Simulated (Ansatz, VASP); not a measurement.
# Ta: VASP beside Ansatz

```xyz
1
Lattice="-1.6235 1.6235 1.6235 1.6235 -1.6235 1.6235 1.6235 1.6235 -1.6235" Properties=species:S:1:pos:R:3 pbc="T T T"
Ta    0.0000    0.0000    0.0000
```

Alike in both runs: functional LDA; k mesh 8 × 8 × 8; occupations gaussian, width 0.1 eV; no spin polarisation.

Ansatz relaxed the structure, and its values are those at the end. VASP's run is a single point on that final structure, the one shown.

```csv
,VASP,Ansatz
version,VASP 6.6.1,Ansatz 0.2.0
potentials or method,"VASP PAW LDA potentials, release 64 (Ta_pv)","scalar-relativistic, plane waves, PAW"
plane-wave cutoff (eV),520,420
valence electrons in the cell,11,13
```

|  | VASP | Ansatz | Ansatz less VASP |
| --- | --- | --- | --- |
| gap on the k mesh at the Fermi level (eV) | none | none | - |
| pressure (GPa) | 1.1 | 0.0 | -1.07 |

A gap of «none» marks a metal or a gap that the smearing closes. The two sets of potentials don't hold the same shells in valence. Ansatz warned: «pseudo_functional_mismatch».

The runs have no spin-orbit coupling, so splittings on Ta are missing.
